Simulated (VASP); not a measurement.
Input of a VASP 6.6.1 run:

Contents of INCAR:

```
SYSTEM = Cd
PREC = Accurate
ENCUT = 520
EDIFF = 1E-7
ISMEAR = 1
SIGMA = 0.1
LREAL = .False.
LASPH = .True.
NELM = 100
ALGO = Normal
ISIF = 2
LWAVE = .False.
LCHARG = .False.
LNONCOLLINEAR = .True.
MAGMOM = 0 0 0 0 0 0
LORBIT = 11
LSORBIT = .True.
GGA_COMPAT = .False.
GGA = RE
IVDW = 12
LOPTICS = .True.
NBANDS = 88
NEDOS = 1000
CSHIFT = 0.1
```

KPOINTS

```
regular mesh
0
Gamma
  7 7 4
  0 0 0
```

Contents of POSCAR:

```
Cd
1.0
    3.2088904325      0.0000000000      0.0000000000
   -1.6044452163      2.7789806326      0.0000000000
    0.0000000000      0.0000000000      6.0514300182
Cd
2
Direct
    0.6666666667      0.3333333333      0.7500000000
    0.3333333333      0.6666666667      0.2500000000
```

Potentials or basis: VASP PAW PBE potentials, release 64 (Cd).

Launch:

```bash
$ cat potpaw_PBE.64/Cd/POTCAR > POTCAR
$ mpirun -np 1 vasp_ncl > vasp.out
```

Estimate the dispersion energy per atom.

-0.677 eV.

Predict the pressure.

-6.8 GPa.

Dielectric function (mean over the directions given):
```tsv
energy (eV)	real part	imaginary part
0.28	83.31	89.52
0.73	-63.17	36.80
1.24	-15.24	13.21
1.75	-9.95	38.04
2.26	-13.42	3.36
2.77	-6.41	1.27
3.28	-3.53	1.17
3.78	-2.41	0.48
4.29	-1.11	0.32
4.80	0.15	2.27
5.31	-0.93	0.32
5.82	-0.19	0.23
6.33	0.08	0.27
6.84	0.41	0.10
7.34	0.74	0.10
7.85	0.98	0.17
8.36	1.21	0.41
8.87	1.26	0.60
9.38	1.18	0.84
9.89	1.13	0.61
10.34	0.97	1.04
10.85	0.93	0.50
11.35	1.01	0.80
11.86	0.85	0.56
12.37	1.10	0.59
12.88	1.05	0.67
13.39	1.10	0.48
13.90	1.01	0.85
14.40	0.98	0.54
14.91	1.00	0.71
15.42	1.04	0.62
15.93	0.92	0.89
16.44	0.84	0.59
16.95	0.80	0.67
17.46	0.63	0.45
17.96	0.99	0.41
18.47	0.83	0.30
18.98	1.00	0.37
19.49	0.97	0.42
20.00	1.03	0.35
```

Caveat: spectra need much finer meshes, so this one isn't converged; independent-particle spectra lack excitons; the PAW data sets were made with another functional, which shifts forces and pressure a little.
